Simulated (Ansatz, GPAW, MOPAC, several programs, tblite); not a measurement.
**HfO2 (2H monolayer) from semi-empirical methods to plane-wave DFT**

HfO2 as a 2H monolayer, relaxed with r2SCAN in Ansatz, was computed with several methods. The sheet's in-plane cell has a = 3.096 Å, b = 3.096 Å (γ = 120.0°), and its outermost atoms lie 2.31 Å apart along the normal. Around Hf lie 6 O at 2.13 Å; around O lie 3 Hf at 2.13 Å. No spin polarisation and no zero-point or thermal motion; the cell was built from a prototype and may be hypothetical.

```xyz
3
Lattice="3.0960 0.0000 0.0000 -1.5480 2.6812 0.0000 0.0000 0.0000 29.6841" Properties=species:S:1:pos:R:3 pbc="T T F"
Hf    0.0000    1.7875    9.0000
O     1.5480    0.8937   10.1530
O     1.5480    0.8937    7.8470
```
The sheet repeats along a and b alone.

Gaps and times are for a single point on this cell. Times are rough, from shared hosts (Arm Neoverse V1), and each method has its own mesh and cell size. PM6 (MOPAC): levels, charges or heat of formation failed a check of plausibility, so no values are given. PM6 (MOPAC), PM7 (MOPAC), GFN1-xTB (tblite), GFN2-xTB (tblite) treat a cluster of cells at its zone centre, which samples few k points: where these miss a band edge, the gap comes out too large for that reason alone. Gaps from k meshes are read at a limited set of points (mesh, symmetry points, PBE's band edges), so each method's own least gap may be somewhat smaller. xTB and the PM methods were fitted mostly to molecules, and can miss a solid's gap by electronvolts. Minimal bases can be far off for gaps. GLLB-SC's gap includes the derivative discontinuity. d marks a direct gap, i an indirect one (no mark: not told apart), a dash a value that wasn't computed or didn't pass its checks.

```tsv
method	kind	gap (eV)	atoms computed	processor time
GFN1-xTB (tblite)	tight binding	2.25	48	1.4 s
GFN2-xTB (tblite)	tight binding	2.06	48	1.8 s
light PBE (260 eV and a coarse mesh)	light plane-wave	1.97 i	3	4.2 s
PM7 (MOPAC)	semi-empirical	9.15	48	7.2 s
PM6 (MOPAC)	semi-empirical	–	48	8.1 s
PBE/single zeta (GPAW)	small basis	1.23 i	3	13 s
PBE	semilocal	2.05 i	3	16 s
r2SCAN	semilocal	2.49 i	3	39 s
GLLB-SC (GPAW)	model potential	4.32	3	72 s
```

Against r2SCAN (2.49 eV) and with closed or daggered gaps left aside, the nearest gap at the points sampled is that of GFN1-xTB (tblite) (-0.24 eV) and the farthest that of PM7 (MOPAC) (+6.66 eV). r2SCAN is only a yardstick of convenience: semilocal gaps usually lie below measured ones, which GLLB-SC and hybrids aim to mend.

No spin-orbit coupling is included; it can move band edges with weight on the heavy atoms by tenths of an eV.
